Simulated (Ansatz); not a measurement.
# MnSb under changes of volume

One of the cells (21.552 Å³/atom); the others are scaled copies at fixed shape and fractional positions:

```xyz
4
Lattice="4.1500 0.0000 0.0000 -2.0750 3.5940 0.0000 0.0000 0.0000 5.7800" Properties=species:S:1:pos:R:3 pbc="T T T"
Sb    2.0750    1.1980    4.3350
Sb    0.0000    2.3960    1.4450
Mn    0.0000    0.0000    2.8900
Mn    0.0000    0.0000    0.0000
```

- Program: Ansatz 0.2.0
- Functional: PBEsol
- Potentials or basis: Ansatz PAW
- Cutoff: 420 eV (not typed: the program's choice for these potentials)
- k mesh: 7 × 7 × 5
- Occupations: fermi-dirac, width 0.05 eV
- Spin: collinear spin, ferromagnetic start
- Starting moments: [0.0, 0.0, 4.0, 4.0] μB

| volume (Å³/atom) | energy over the lowest point (meV/atom) | pressure (GPa) | moment (μB per cell) |
| --- | --- | --- | --- |
| 20.259 | 0.00 | -4.4 | 6.32 |
| 20.690 | 13.17 | -5.4 | 6.45 |
| 21.121 | 28.99 | -6.3 | 6.58 |
| 21.552 | 47.26 | -7.1 | 6.70 |
| 21.983 | 67.43 | -7.8 | 6.83 |
| 22.414 | 89.11 | -8.4 | 6.95 |
| 22.845 | ? | ? | ? |

**Question.** What does the run at 22.845 Å³/atom give?

**Answer.** Energy over the lowest point 112.22 meV/atom; pressure -8.9 GPa; moment 7.06 μB per cell.

Worked out: A Birch-Murnaghan fit of order 3 (a polynomial in V^(-2/3)) to the other rows has no minimum within the range. It gives 112.10 meV/atom at 22.845 Å³/atom, against the run's 112.22, and -dE/dV = -8.7 GPa, against -8.9. A straight line through the other rows of the moment, of slope 0.292 μB per Å³/atom, extrapolates to 7.08 μB, against the run's 7.06.

Energies are extrapolated to zero smearing.

Caveats: only a ferromagnetic start was run, and an antiferromagnetic order may lie lower in energy; the PAW data sets come from PBE, with cores solved anew for the run's functional, which leaves a small shift of forces and pressure.
